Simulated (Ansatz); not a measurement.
# BeTe under changes of volume

One of the cells (21.254 Å³/atom); the others are scaled copies at fixed shape and fractional positions:

```
Te Be
1.0
     0.00000    2.77000    2.77000
     2.77000    0.00000    2.77000
     2.77000    2.77000    0.00000
Te Be
1 1
Direct
  0.75000 0.75000 0.75000
  0.00000 0.00000 0.00000
```

| Property | Result |
| --- | --- |
| Program | Ansatz 0.2.0 |
| Functional | HSE06 |
| Potentials or basis | Ansatz PAW |
| Cutoff | 420 eV (not typed: the program's choice for these potentials) |
| k mesh | 6 × 6 × 6 |
| Occupations | fermi-dirac, width 0.05 eV |
| Spin | no spin polarisation |

| volume (Å³/atom) | energy over the lowest point (meV/atom) | pressure (GPa) | gap on the mesh (eV) |
| --- | --- | --- | --- |
| 19.979 | ? | ? | ? |
| 20.404 | 35.80 | 6.5 | 2.41 |
| 20.829 | 20.82 | 4.8 | 2.47 |
| 21.254 | 10.11 | 3.3 | 2.53 |
| 21.679 | 3.30 | 1.9 | 2.58 |
| 22.104 | 0.04 | 0.6 | 2.63 |
| 22.529 | 0.00 | -0.6 | 2.68 |

Q: What does the run at 19.979 Å³/atom give?

A: Energy over the lowest point 55.51 meV/atom; pressure 8.4 GPa; gap on the mesh 2.35 eV.

Worked out: A Birch-Murnaghan fit of order 3 (a polynomial in V^(-2/3)) to the other rows has its minimum at 22.32 Å³/atom with B0 = V·E''(V) = 61 GPa and B' = 3.9. It gives 55.49 meV/atom at 19.979 Å³/atom, against the run's 55.51, and -dE/dV = 8.4 GPa, against 8.4. A straight line through the other rows of the gap, of slope 2.71 eV per unit of ln V, extrapolates to 2.36 eV, against the run's 2.35.

Energies are extrapolated to zero smearing.

Caveats: spin-orbit coupling is left out, which moves the levels of the heavy elements; the PAW data sets come from PBE, with cores solved anew for the run's functional, which leaves a small shift of forces and pressure; the thresholds are loose for stress.

A mesh can miss the band edges.
